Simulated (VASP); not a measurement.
# Ni, equation of state: which settings are enough?

Ni, Fm-3m (no. 225), 1 atom in the cell. PBEsol, DFT+U; PAW potentials Ni (PBE set). VASP 6.6.1.

Wanted: equilibrium volume within 0.2 %; bulk modulus within 1 %.

What the run is for: equation of state; Accuracy asked: standard.

The series start from Plane-wave cutoff (eV): 350; Smearing width (eV): 0.1; k-point mesh: 18 × 18 × 18; Volumes: 5 from 0.92 to 1.08; Precision mode (PREC): Accurate; Aspherical gradient terms in the spheres (LASPH): yes; Start of each volume: each volume from scratch. Each series keeps the choices made before it, and each single choice may use up half of a tolerance. Times cover all steps of a run.

## Plane-wave cutoff (eV)

| Plane-wave cutoff (eV) | Equilibrium volume (Å³/atom) | Bulk modulus (GPa) | Time (s) |
|---|---|---|---|
| 220 | 9.826 | 227.2 | 38 |
| 270 | 10.02 | 214.2 | 44 |
| 310 | 10.03 | 212.8 | 45 |
| 350 | 10.02 | 212.4 | 50 |
| 400 | 10.03 | 210.1 | 52 |
| 470 | 10.03 | 210.1 | 103 |
| 570 | 10.03 | 210.2 | 122 |
| 710 (reference) | 10.03 | 210.3 | 150 |

Chosen: 400, the loosest value from which every tighter one stays within half of the tolerance.

## Smearing width (eV)

| Smearing width (eV) | Equilibrium volume (Å³/atom) | Bulk modulus (GPa) | Time (s) |
|---|---|---|---|
| 0.4 | 10.02 | 212.8 | 71 |
| 0.3 | 10.02 | 211.2 | 56 |
| 0.2 | 10.02 | 209.4 | 56 |
| 0.15 | 10.03 | 209 | 58 |
| 0.1 | 10.03 | 210.1 | 52 |
| 0.05 (reference) | 10.02 | 209.5 | 56 |

Chosen: 0.2.

## k-point mesh

| k-point mesh | Equilibrium volume (Å³/atom) | Bulk modulus (GPa) | Time (s) |
|---|---|---|---|
| 6 × 6 × 6 | 9.999 | 225 | 28 |
| 7 × 7 × 7 | 10.11 | 220.1 | 25 |
| 9 × 9 × 9 | 9.947 | 212.6 | 27 |
| 12 × 12 × 12 | 10.04 | 222.8 | 33 |
| 15 × 15 × 15 | 10 | 225.4 | 42 |
| 18 × 18 × 18 | 10.02 | 209.4 | 56 |
| 21 × 21 × 21 | 10.02 | 220.6 | 70 |
| 26 × 26 × 26 (reference) | 10.02 | 220.5 | 110 |

Chosen: 21 × 21 × 21.

## Volumes

| Volumes | Equilibrium volume (Å³/atom) | Bulk modulus (GPa) | Time (s) |
|---|---|---|---|
| 5 from 0.88 to 1.12 | 10.02 | 220.3 | 77 |
| 5 from 0.92 to 1.08 | 10.02 | 220.6 | 70 |
| 7 from 0.91 to 1.09 (reference) | 10.02 | 220.4 | 92 |

Chosen: 5 from 0.88 to 1.12.

## Precision mode (PREC)

| Precision mode (PREC) | Equilibrium volume (Å³/atom) | Bulk modulus (GPa) | Time (s) |
|---|---|---|---|
| SingleN | 10.02 | 213.9 | 58 |
| Normal | 10.02 | 220 | 50 |
| Accurate (reference) | 10.02 | 220.3 | 77 |

Chosen: Normal.

## Aspherical gradient terms in the spheres (LASPH)

| Aspherical gradient terms in the spheres (LASPH) | Equilibrium volume (Å³/atom) | Bulk modulus (GPa) | Time (s) |
|---|---|---|---|
| yes | 10.02 | 220 | 50 |
| no | 10.02 | 220.4 | 40 |

Chosen: yes; no other choice that stays within half of the tolerance saves 30 % of the time.

## Start of each volume

| Start of each volume | Equilibrium volume (Å³/atom) | Bulk modulus (GPa) | Time (s) |
|---|---|---|---|
| each volume from scratch | 10.02 | 220 | 50 |
| orbitals of the volume before (WAVECAR) | 10.02 | 220 | 50 |

Chosen: each volume from scratch.

## All choices together

| Input | Equilibrium volume (Å³/atom) | Bulk modulus (GPa) | Time (s) |
|---|---|---|---|
| the program's defaults (naive) | 10.08 | 220.9 | 5.3 |
| chosen settings | 10.02 | 220 | 50 |
| reference settings throughout | 10.02 | 222 | 486 |

The tolerance is met.

## The input

INCAR:
```
SYSTEM = Ni
GGA = PS ; ISPIN = 2
MAGMOM = 1 ; LORBIT = 11
LDAU = .TRUE. ; LDAUTYPE = 2
LDAUL = 2 ; LDAUU = 3
LDAUJ = 0 ; ISMEAR = 1
SIGMA = 0.2 ; LWAVE = .FALSE.
LCHARG = .FALSE. ; ISIF = 2
NSW = 0 ; PREC = Normal
LASPH = .TRUE. ; LREAL = .FALSE.
ALGO = Normal ; EDIFF = 1E-7
NELM = 200 ; GGA_COMPAT = .FALSE.
ENCUT = 400 ; LMAXMIX = 4
KPAR = 2
```

KPOINTS:
```
Automatic mesh
0
Gamma
  21 21 21
  0 0 0
```

POSCAR.step1:
```
Ni
1.0
    0.0000000000      1.6650882909      1.6650882909
    1.6650882909      0.0000000000      1.6650882909
    1.6650882909      1.6650882909      0.0000000000
Ni
1
Direct
    0.0000000000      0.0000000000      0.0000000000
```

POSCAR.step2:
```
Ni
1.0
    0.0000000000      1.7021023080      1.7021023080
    1.7021023080      0.0000000000      1.7021023080
    1.7021023080      1.7021023080      0.0000000000
Ni
1
Direct
    0.0000000000      0.0000000000      0.0000000000
```

POSCAR.step3:
```
Ni
1.0
    0.0000000000      1.7375729330      1.7375729330
    1.7375729330      0.0000000000      1.7375729330
    1.7375729330      1.7375729330      0.0000000000
Ni
1
Direct
    0.0000000000      0.0000000000      0.0000000000
```

POSCAR.step4:
```
Ni
1.0
    0.0000000000      1.7716516424      1.7716516424
    1.7716516424      0.0000000000      1.7716516424
    1.7716516424      1.7716516424      0.0000000000
Ni
1
Direct
    0.0000000000      0.0000000000      0.0000000000
```

POSCAR.step5:
```
Ni
1.0
    0.0000000000      1.8044674412      1.8044674412
    1.8044674412      0.0000000000      1.8044674412
    1.8044674412      1.8044674412      0.0000000000
Ni
1
Direct
    0.0000000000      0.0000000000      0.0000000000
```

Commands (each step's output is kept before the next begins):
```
cat potpaw_PBE.64/Ni/POTCAR > POTCAR
cp POSCAR.step1 POSCAR
mpirun -np 2 vasp_std > vasp.out
cp POSCAR.step2 POSCAR
mpirun -np 2 vasp_std > vasp.out
cp POSCAR.step3 POSCAR
mpirun -np 2 vasp_std > vasp.out
cp POSCAR.step4 POSCAR
mpirun -np 2 vasp_std > vasp.out
cp POSCAR.step5 POSCAR
mpirun -np 2 vasp_std > vasp.out
```

The chosen input took VASP 6.6.1 50 s on 2 cores (Intel Xeon 6975P-C (Granite Rapids)), a shared host.

## An input that fails: cutoff far too low

It runs to its end, but against the unchanged starting input it is off by 13 % in the equilibrium volume, 129 % in the bulk modulus.

Changes against the starting input:
```
(all steps)
- PREC = Accurate
- NELM = 200
- ENCUT = 350
+ PREC = Low
+ NELM = 70
+ ENCUT = 160
```
